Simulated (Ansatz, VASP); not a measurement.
**Two plane-wave programs on Ru**

Contents of INCAR:

```
PREC = Accurate ; ENCUT = 520
EDIFF = 1E-7 ; ISMEAR = 0
SIGMA = 0.15 ; LREAL = False
LASPH = True ; NELM = 100
ALGO = Fast ; ISIF = 2
LWAVE = False ; LCHARG = False
GGA = PS ; NBANDS = 21
```

Contents of KPOINTS:

```
Automatic mesh
0
Gamma
  18 18 10
```

File POSCAR:

```
Ru
1.0
    2.7273000000      0.0000000000      0.0000000000
   -1.3636500000      2.3619110838      0.0000000000
    0.0000000000      0.0000000000      4.4565000000
Ru
2
Direct
    0.3333333333      0.6666666667      0.2500000000
    0.6666666667      0.3333333333      0.7500000000
```

Input for Ansatz:

```yaml
crystal:
  lattice:
    - [2.7273, 0.0, 0.0]
    - [-1.36365, 2.3619110838, 0.0]
    - [0.0, 0.0, 4.4565]
  atoms:
    - { symbol: Ru, position: [0.3333333333, 0.6666666667, 0.25] }
    - { symbol: Ru, position: [0.6666666667, 0.3333333333, 0.75] }
basis:
  ecutwfc: 420
kpoints:
  mp_grid: { grid: [18, 18, 10] }
hamiltonian:
  xc: pbesol
  pseudopotentials: { kind: paw, azcp: { folder: soft_1 } }
scf:
  occupations: { method: gaussian, width: 0.15 }
output:
  forces: true
  stress: true
  eigenvalues: true
```

Alike in both runs: task single point; functional PBEsol; k mesh 18 × 18 × 10; occupations gaussian, width 0.15 eV; no spin polarisation.

```csv
,VASP,Ansatz
version,VASP 6.6.1,Ansatz 0.2.0
potentials or method,"VASP PAW PBE potentials, release 64 (Ru_pv)","scalar-relativistic, plane waves, PAW"
plane-wave cutoff (eV),520,420
valence electrons in the cell,28,32
```

VASP gave:

- gap on the k mesh at the Fermi level (eV): none
- pressure (GPa): -21.8
- largest component of the traceless stress (GPa): 9.23

Task: Estimate Ansatz's values.

Result: gap on the k mesh at the Fermi level (eV): none; pressure (GPa): -21.6; largest component of the traceless stress (GPa): 9.25.

A gap of «none» marks a metal or a gap that the smearing closes. The functional is the same, so the differences come from potentials, cutoffs and numerics. The two sets of potentials don't hold the same shells in valence. Ansatz warned: «pseudo_functional_mismatch».

Caveats: so large a pressure means that the cell lies far from this level's equilibrium, or that cutoff or potentials fall short (VASP); the potentials were made for another functional, which shifts forces and pressure (VASP).
